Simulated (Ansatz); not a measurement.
Crystal: SnO.

```
Sn O
1.0
     3.81370    0.00000    0.00000
     0.00000    3.81370    0.00000
     0.00000    0.00000    4.88691
Sn O
2 2
Direct
  0.50000 0.00000 0.76463
  0.00000 0.50000 0.23537
  0.00000 0.00000 0.00000
  0.50000 0.50000 0.00000
```

The cell is a database's computed one.

| Item | Value |
| --- | --- |
| Program | Ansatz 0.2.0 |
| Task | relaxation of cell and atoms |
| Functional | BPBE |
| Potentials or basis | Ansatz PAW |
| Cutoff | 420 eV (not typed: the program's choice for these potentials) |
| k mesh | 7 × 7 × 6 |
| Occupations | fermi-dirac, width 0.05 eV |
| Spin | no spin polarisation |

At the start: volume 17.77 Å³/atom.

Problem. Where does the relaxation end?

Solution. It ends after 10 steps and the volume is 18.85 Å³/atom (+6.1 %); space group P4/nmm (No. 129, to 0.05 Å).

The path:
| step | energy change (eV) | largest force (eV/Å) | volume (Å³) |
| --- | --- | --- | --- |
| 1 | 0.0000 | 0.3362 | 71.08 |
| 2 | -0.0136 | 0.1221 | 75.08 |
| 3 | -0.0166 | 0.0877 | 74.40 |
| 4 | -0.0167 | 0.0002 | 74.52 |
| 5 | -0.0293 | 0.0028 | 74.52 |
| 6 | -0.0284 | 0.0028 | 75.03 |
| 7 | -0.0278 | 0.0010 | 75.28 |
| 8 | -0.0299 | 0.0003 | 75.28 |
| 9 | -0.0296 | 0.0000 | 75.41 |
| 10 | -0.0300 | 0.0001 | 75.41 |

Final structure:
```
CELL_PARAMETERS angstrom
3.86416 0.00000 0.00000
0.00000 3.86416 0.00000
0.00000 0.00000 5.05050
ATOMIC_POSITIONS crystal
Sn 0.50000 0.00000 0.77073
Sn 0.00000 0.50000 0.22927
O 0.00000 0.00000 0.00000
O 0.50000 0.50000 0.00000
```

Caveat: the plane-wave basis is chosen anew once the cell has moved, so the energies of steps on either side of that aren't comparable; the pressure holds a Pulay correction of +0.4 GPa for the finite cutoff; the PAW data sets come from PBE, with cores solved anew for the run's functional, which leaves a small shift of forces and pressure.
